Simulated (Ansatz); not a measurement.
A 4-atom cell of F (C2/c) from a materials database, relaxed with r2SCAN+rVV10 in the PAW code Ansatz. Space group C2/c (No. 15), monoclinic; conventional cell a = 4.922 Å, b = 3.261 Å, c = 6.483 Å, β = 90.2°, 13.01 Å³ an atom. Around F lie 1 F at 1.40 Å.

The axes x, y and z are those of this cell:
```yaml
crystal:
  lattice:
    - [2.45909, -1.63049, 0.10274]
    - [2.45909, 1.63049, 0.10274]
    - [-0.29492, 0.00000, 6.47670]
  atoms:
    - { symbol: F, position: [0.59627, 0.90355, 0.59659] }
    - { symbol: F, position: [0.09645, 0.40373, 0.90341] }
    - { symbol: F, position: [0.40373, 0.09645, 0.40341] }
    - { symbol: F, position: [0.90355, 0.59627, 0.09659] }
```

Unstrained: The PBE gap is direct at Γ: 2.987 eV. With r2SCAN the gap is 3.843 eV and direct, at Γ. The HSE06 gap is direct at Γ: 6.202 eV. Meshes: PBE 10×10×4, r2SCAN 10×10×4, HSE06 6×6×4. Strains are changes of length per length. After each strain the atoms were relaxed again with r2SCAN+rVV10 within the symmetry that the strain leaves, so tilts or polar shifts that break it weren't tested; points keep the names that they have in the unstrained zone. The values are computed, spin-unpolarised, and not measurements.

**Question.** Apply uniaxial -5.36 % along x, other directions held. How far does the gap move, against the unstrained cell?

**Answer.** PBE: the gap goes from 2.987 to 2.893 eV (-0.094 eV). r2SCAN: the gap goes from 3.843 to 3.743 eV (-0.100 eV). HSE06: the gap goes from 6.202 to 6.098 eV (-0.104 eV).

**Question.** Apply uniaxial -4.99 % along y, other directions held. How far does the gap move, against the unstrained cell?

**Answer.** PBE: the gap goes from 2.987 to 2.824 eV (-0.163 eV). r2SCAN: the gap goes from 3.843 to 3.672 eV (-0.171 eV). HSE06: the gap goes from 6.202 to 6.023 eV (-0.179 eV).

The meshes of the hybrids are coarse, so their gaps aren't converged to the digits shown.
